The bulk modulus B tells how strongly a solid resists being squeezed from all sides. A crystal with B = 200 GPa needs a pressure of about 2 GPa to lose 1% of its volume. The table sets moduli computed with a gradient-corrected density functional beside measured ones. For two crystals, cubic BN and diamond, the results are to be worked out before they are read.

ABINIT 10.8.3, Kohn-Sham DFT with the BP86 functional, for periodic crystals of six metals and five tetrahedral solids. Each computed bulk modulus comes from an equation-of-state fit to energies at seven volumes within ±6% of the given cell, and holds at the fitted energy minimum. All runs are without spin polarisation or spin-orbit coupling, with Fermi-Dirac smearing of 0.05 eV.

```
formula  space group  volume of the given cell (Å³/atom)                   potentials or basis  wave cutoff (eV)    k-mesh  computed bulk modulus (GPa)  measured bulk modulus (GPa)  range of the values found (GPa)                                                                                                                what was measured, and how                   source  computed over measured, less one (%)
     Al        Fm-3m                               16.60  PseudoDojo NC SR PBE v0.4.1 standard               544  11x11x11                         73.0                         76.9                        one value                                                                                         bulk modulus; literature experiment; bulk crystal       pmc:3831299 (2013)                                  -5.1
     Cu        Fm-3m                               11.81                      JTH PAW PBE v2.0               544  13x13x13                        139.7                          139                        one value                                    from linear fit of volume against pressure, 5 to 33 MPa; synchrotron powder XRD under pressure; powder      pmc:10161880 (2023)                                   0.5
    BAs        F-43m                               13.63                   JTH PAW PBE v2.0 sp               408  10x10x10                        129.4                          148                        one value                                                                                   literature experimental value; not stated; bulk crystal  arXiv:1911.11281 (2019)                                 -12.6
     BP        F-43m                               11.68  PseudoDojo NC SR PBE v0.4.1 standard              1034  10x10x10                        157.5                          174                       173 to 179                                                       B0, Murnaghan EOS fit with V0 fixed at 93.45 A^3; XRD in diamond anvil cell; powder  arXiv:1505.05714 (2015)                                  -9.5
     Ta        Im-3m                               18.01                      JTH PAW PBE v2.0               408  11x11x11                        197.1                          194                       194 to 198                                                                        experimental value at ambient conditions; not stated; bulk crystal  arXiv:1910.08312 (2019)                                   1.6
    SiC        F-43m                               10.35  PseudoDojo NC SR PBE v0.4.1 standard              1116  10x10x10                        207.4                          225                        one value                                                                                   bulk modulus B; quoted earlier experiment; bulk crystal       pmc:9505936 (2022)                                  -7.8
     Rh        Fm-3m                               13.67                      JTH PAW PBE v2.0               544  12x12x12                        262.0                          264                        one value                                                                                              K0 from ultrasound; ultrasound; bulk crystal      pmc:11535440 (2024)                                  -0.8
      W        Im-3m                               15.85                      JTH PAW PBE v2.0               408  12x12x12                        295.7                          307                        one value  isotropic polycrystalline bulk modulus K, bounded above by the literature value in the fit; surface Brillouin spectroscopy; bulk crystal  arXiv:1710.07581 (2017)                                  -3.7
     Ir        Fm-3m                               14.06                      JTH PAW PBE v2.0               463  12x12x12                        341.7                          339                        one value                                                     B0 at ambient pressure, third-order Birch-Murnaghan; high-pressure powder XRD; powder       pmc:6586894 (2019)                                   0.8
     BN        F-43m                                5.96                      JTH PAW PBE v2.0               680  13x13x13                            ?                            ?                                ?                                                                                                                                         ?                        ?                                     ?
      C        Fd-3m                                5.67                      JTH PAW PBE v2.0               544  13x13x13                            ?                            ?                                ?                                                                                                                                         ?                        ?                                     ?
```

(a) BAs, BP and SiC, in which each atom has four neighbours, come out 8 to 13% softer than measured. The five transition metals lie within 4% of experiment. Does the calculation describe the metals better?

Solution. The computed modulus belongs to the volume at which the calculated energy is lowest, and in each of the nine known rows this equilibrium volume is larger than that of the given cell. A stretched bond sits on a less sharply curved part of its energy curve, so a swollen crystal is a softer one. The size of this effect follows from

B(V) = B₀ · (V₀/V)^B′

Here V₀ is the equilibrium volume, B₀ the modulus at that volume, and B′ the rate at which the modulus rises with pressure.

SiC shows how much this matters. Its equilibrium volume is 2.3% too large compared with the given cell, and its B′ is 3.9. At the given volume the modulus becomes

207.4 GPa × 1.023^3.9 ≈ 227 GPa

The measured value is 225 GPa, so the softness of SiC is almost wholly that of a lattice which the calculation has swollen.

The same correction brings BAs and aluminium to within 1% of experiment, while BP keeps a deficit of about 4%. The comparison assumes that the given cells are close to the measured ones. For BP this can be checked: its reference used 93.45 Å³ for eight atoms, which is the table's 11.68 Å³ per atom. Why the lattices swell is less certain. Functionals of this kind often stretch bonds, but the potentials were made for a related functional, and that influence is untested. Equally untested are the mix of two kinds of potentials in the table and, for BAs, the placing of arsenic's filled d shell in the core.

Rhodium answers the question about the metals. Its computed 262 GPa agrees with the measured 264 GPa, yet at the given volume the same energy curve yields 304 GPa. The calculation makes rhodium too stiff at a fixed volume and then lets it expand until the excess is gone. The other four transition metals are also too stiff at their given volumes, so their small errors come from two faults that offset each other. The exact sizes are less firm for copper, whose energy fit is rough, and for tungsten and iridium, whose measured values themselves come from fits. In the three tetrahedral crystals the swelling has no such excess to offset it, and the error stays visible.

(b) Predict the computed moduli of BN and diamond, with an honest range, and say on which side of experiment they should fall.

Solution. A modulus has the unit of an energy per volume, so the question is how much bonding energy a crystal packs into its space. In tetrahedral crystals the bonding electrons are gathered along the lines between neighbours. The energy that separates bonding from antibonding states grows as the bond length d shrinks, roughly as d^−2.5. If the electrons of a bond fill a tube of fixed width, the volume of the tube is proportional to d. Dividing energy by volume gives

B = g · C / d^3.5

This is a scaling argument, not a calculation of the bond. It says that a bond shorter by 1% makes a crystal stiffer by about 3.5%.

The factor g is 1 when both atoms come from group IV, as in SiC and diamond. For compounds of groups III and V a rough recalled value is 0.89, and the known rows themselves suggest 0.87. One possible cause is charge drawn from the bond towards one atom. That can't be the whole reason here, since BP is less polar than SiC, so g is used as an empirical factor.

The constant C was fitted to BAs, BP and SiC alone, with bond lengths taken from the given cells; it is 1892 if d is in Å and B in GPa. Diamond has 5.67 Å³ per atom and eight atoms in its cubic cell. The estimate then runs:

cell edge = (8 × 5.67)^(1/3) = 3.57 Å

d = √3/4 × cell edge = 1.544 Å

B = 1892 / 1.544^3.5 ≈ 414 GPa

The same steps with g = 0.89 give 347 GPa for BN.

The weak point is the exponent. If it is left free, the same three crystals prefer 3.9, and the estimates rise to 452 GPa for diamond and 377 GPa for BN. This second law follows the known rows more closely, but it has two adjustable numbers for three crystals. Their bonds also span only 1.89 to 2.07 Å, while the new ones are 1.570 Å in BN and 1.544 Å in diamond.

Unequal swelling blurs the exponent further. Between BAs and BP it is 3.8 if the given volumes are used, but 3.4 with the equilibrium volumes, because BAs swells more. The known rows therefore give no firm reason to prefer either law. The forecast is the rounded midpoint, with a range that covers both laws and some doubt about g; the range is a judgement, not a statistical error.

BN: 360 ± 30 GPa

diamond: 430 ± 35 GPa, the stiffer of the two

For the comparison with experiment, part (a) supplies the size. The swelling of BP alone lowers its modulus by 6%, and functionals of this kind usually swell crystals of light atoms least. Both computed values should therefore lie below the measured ones, by 6 ± 6%.

(c) Compare the forecasts with the results. What do the hits confirm, and what do they leave open?

The withheld rows as computed:

```
formula  space group  volume of the given cell (Å³/atom)  potentials or basis  wave cutoff (eV)    k-mesh  computed bulk modulus (GPa)  measured bulk modulus (GPa)  range of the values found (GPa)                                             what was measured, and how                         source  computed over measured, less one (%)
     BN        F-43m                                5.96     JTH PAW PBE v2.0               680  13x13x13                        366.9                          395                       395 to 400  isothermal B0, Vinet fit; equation-of-state measurement; bulk crystal         arXiv:1208.3664 (2012)                                  -7.1
      C        Fd-3m                                5.67     JTH PAW PBE v2.0               544  13x13x13                        427.9                          442                   441.8 to 444.8               B0 from ultrasound; ultrasonic measurement; bulk crystal  arXiv:cond-mat/0702656 (2007)                                  -3.2
```

Solution. BN comes out at 367 GPa, which is 7 GPa above the forecast, and diamond at 428 GPa, which is 2 GPa below it. Both lie well inside their ranges, and diamond is the stiffer. Neither law would have done as well alone. With the exponent 3.5 both values are too low, by 20 GPa for BN and 14 GPa for diamond; with the free exponent they are too high, by 10 and 24 GPa.

The results show what exponent the longer step in bond length requires. From SiC to diamond, both of group IV, it is

ln(428/207) / ln(1.887/1.544) ≈ 3.6

and from BP to BN, both of groups III and V,

ln(367/158) / ln(1.965/1.570) ≈ 3.8

Both lie between the two laws, which is why the midpoint did well. That doesn't make the midpoint a law of its own. What the numbers support is the steep dependence on bond length: a bond shorter by 18% doubles the modulus between SiC and diamond.

Bond length doesn't explain why diamond is so much stiffer than BN, whose bonds are nearly as short. By the 3.5 law the difference in length accounts for only about 6%. The remaining difference gives the factor g for BN against diamond:

(367/428) × (1.570/1.544)^3.5 ≈ 0.91

This is close to the assumed 0.89, so the factor carries over to much shorter bonds. Its physical origin stays as open as before.

The forecast for the comparison with experiment also holds: BN is 7% and diamond 3% softer than measured. Diamond fits the expectation that light atoms bring a smaller error, but BN is hardly better than SiC. The equilibrium volumes of the same runs help to test whether swelling is the reason. Diamond swells by 1.0%, and at the volume of the given cell its modulus becomes 445 GPa, within 1% of experiment. The equilibrium volume of BN exceeds that of its given cell by only 0.4%. The correction raises its modulus to just 373 GPa, and a deficit of about 6% remains. Swelling therefore explains the softness of diamond. For BN the answer depends on the given cell: if it is larger than the measured crystal, part of the swelling is hidden. With a B′ of 3.9, a measured volume smaller by 1% would account for about another 4% of softness, and the cell edges usually quoted for cubic BN suggest a difference of about that size. Most of the deficit of BN may then be swelling too, though the table alone doesn't confirm it. The potentials may also play a part, since their atomic spheres overlap in BN.

One limit bears on these percentages. The calculation holds the atoms still, whereas the measured crystals vibrate, which softens them slightly. Including the vibrations would lower the computed moduli and widen the gap to experiment somewhat.

For use in design, the five tetrahedral crystals give a consistent picture: at these settings the computed modulus is too low, by 3 to 13% of the measured value. For a neighbouring crystal of the same kind, a first estimate takes a known modulus from the same group pairing and multiplies it by the ratio of the known crystal's bond length to the new one's, raised to a power between 3.5 and 3.9. The printed analysis after this text gives both fits and their misses.

Numerical output:

```
fit of y on 3 rows (tet > 0): coefficient of q 1892 +/- 18; rms 2.25, worst BAs 2.86, leave-one-out rms 3.62
  rows outside the fit (model, value, miss): Al 105.1, 73, 32.1; Cu 156.3, 139.7, 16.6; Ta 95.55, 197.1, -102; Rh 131.8, 262, -130; W 110.9, 295.7, -185; Ir 127.6, 341.7, -214; BN 347.2, 366.9, -19.7; C 413.5, 427.9, -14.4
fit of y on 3 rows (tet > 0): coefficient of g/d**s 2442 +/- 3, s 3.883; rms 0.206, worst BP 0.28, leave-one-out rms 0.772
  rows outside the fit (model, value, miss): Al 100.1, 73, 27.1; Cu 155.5, 139.7, 15.8; Ta 90.08, 197.1, -107; Rh 128.7, 262, -133; W 106.3, 295.7, -189; Ir 124.1, 341.7, -218; BN 377, 366.9, 10.1; C 451.8, 427.9, 23.9
bond lengths of BAs, BP, SiC, BN, C in Å: 2.069, 1.965, 1.887, 1.57, 1.544
III-V over group IV constant in the known rows: 0.8673
exponent from BAs to BP, given volumes: 3.818
exponent from BAs to BP, equilibrium volumes: 3.436
excess of equilibrium over given volume, Al to Ir in table order, in %: 1.116, 1.627, 3.423, 1.66, 1.242, 2.294, 3.333, 2.222, 3.849
modulus at the given volume, Al to Ir, in GPa: 76.8, 151.7, 147.7, 167.6, 207.2, 226.6, 304.2, 323.3, 413.1
modulus at the given volume over measured less one, Al to Ir, in %: -0.1242, 9.164, -0.206, -3.672, 6.78, 0.7179, 15.22, 5.309, 21.86
softening from the excess volume alone, BAs, BP, SiC, in %: -12.39, -6.032, -8.479
mean error of BAs, BP, SiC in %: -9.967
mean error of the five transition metals in %: -0.32
midpoint of the two laws for BN and C in GPa: 362.1, 432.6
BN forecast 360 +- 30 GPa, forecast less computed in GPa: -6.9
C forecast 430 +- 35 GPa, forecast less computed in GPa: 2.1
BN and C, computed over measured less one (forecast -6 +- 6) in %: -7.1, -3.2
```
